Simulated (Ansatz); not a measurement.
**WC in Ansatz: the effect of functional**

Crystal: WC.

```
W C
1.0
     0.00000    2.17797    2.17797
     2.17797    0.00000    2.17797
     2.17797    2.17797    0.00000
W C
1 1
Direct
  0.00000 0.00000 0.00000
  0.50000 0.50000 0.50000
```

Measurements of this composition are mostly on another form, of space group No. 187.

The cell isn't the ideal one: volume scaled by 0.98.

Alike in all runs:

| Item | Value |
| --- | --- |
| Program | Ansatz 0.2.0 |
| Task | single point |
| Potentials or basis | Ansatz PAW |
| k mesh | 10 × 10 × 10 |
| Occupations | fermi-dirac, width 0.05 eV |
| Spin | no spin polarisation |

```tsv
functional	cutoff	pressure (GPa)
LDA	420 eV (not typed: the program's choice for these potentials)	?
PBEsol	420 eV (not typed: the program's choice for these potentials)	-2.9
r2SCAN	500 eV (not typed: the program's choice for these potentials)	2.2
```

Q: What does the run with functional LDA give?

A: Pressure -9.1 GPa.

Caveats: the PAW data sets come from PBE, with cores solved anew for the run's functional, which leaves a small shift of forces and pressure.
